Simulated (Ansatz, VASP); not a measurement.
## One calculation of As, two programs

```
As
1.0
    -1.76325    1.76325    1.76325
     1.76325   -1.76325    1.76325
     1.76325    1.76325   -1.76325
As
1
Direct
  0.00000 0.00000 0.00000
```

Alike in both runs: task single point; functional BLYP; k mesh 14 × 14 × 14; occupations fermi-dirac, width 0.1 eV; no spin polarisation.

|  | VASP | Ansatz |
| --- | --- | --- |
| version | VASP 6.6.1 | Ansatz 0.2.0 |
| potentials or method | VASP PAW PBE potentials, release 64 (As) | plane waves (420 eV) with PAW, scalar-relativistic |
| plane-wave cutoff (eV) | 520 | 420 |
| valence electrons in the cell | 5 | 15 |

|  | VASP | Ansatz | Ansatz less VASP |
| --- | --- | --- | --- |
| pressure (GPa) | -2.2 | -2.4 | -0.17 |

With one functional, cell and mesh, what is left measures potentials, basis and numerics. The two sets of potentials don't hold the same shells in valence.

Caveats: the PAW data sets were made with another functional, which shifts forces and pressure a little (VASP).
